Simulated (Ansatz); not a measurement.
Planning a run of Ansatz 0.2.0 on GaN (F-43m). The input:

```yaml
crystal:
  lattice:
    - [0.0, 2.2535006075, 2.2535006075]
    - [2.2535006075, 0.0, 2.2535006075]
    - [2.2535006075, 2.2535006075, 0.0]
  atoms:
    - { symbol: Ga, position: [0.0, 0.0, 0.0] }
    - { symbol: "N", position: [0.75, 0.75, 0.75] }
  host: atoms
kpoints:
  mp_grid: { grid: [6, 6, 6] }
  band_path:
    path:
      - [0.0, 0.0, 0.0]
      - [-0.5, -0.5, 0.0]
      - [-0.375, -0.375, 0.25]
      - [-0.375, 0.0, 0.375]
      - [0.0, 0.0, 0.5]
      - [-0.5, -0.25, 0.25]
    npoints: 1
hamiltonian:
  xc:
    exchange: pbe
    correlation: pbe
    exx: { coeff: inverse_dielectric }
  pseudopotentials: { kind: paw, azcp: { folder: soft_1 } }
scf:
  occupations: { method: fixed }
  n_extra_bands: 4
output:
  eigenvalues: true
  write_density: true
  write_potential: true
  elf: true
  volumetric_format: npy
```

```sh
ansatz run input.yaml --threads 3 --pin off --max-ram 92160MiB --backend cuda --events-out ev --progress --plain --runs-dir out --devices 1 --max-vram 13GiB
```

Question: How long will it take on 1 × NVIDIA H100 80GB HBM3 (shared by 6 runs) with 3 threads of AMD EPYC 7R13 (Zen 3), shared host, and how much memory?

It took 23 s; on shared hardware allow 12 s to 47 s. Peak host memory was 1.1 GiB. The sizes that set the cost: 459 plane waves a state, 16 irreducible k points and 12 SCF cycles.

Exact exchange couples every pair of k points and filled bands, so it costs far more than a semilocal run.

[Paths, hosts, dates, memory and timing lines, banners, echoed tables and standing remarks are left out of the program output.]

[Logs are printed without paths, hosts, clocks, repeated set-up lines and the standing remarks that a program may print on its own settings, such as how far it seeks lower states.]

[Runs of the session that timed out or met a known fault of the program may be left out.]

[Cells called generated may have been cut or substituted from an entry of the Crystallography Open Database or the Materials Project.]

[Hosts, paths, dates, database ids (printed as entryN), source tags and the programs' standing remarks are cut or masked in the printed files.]
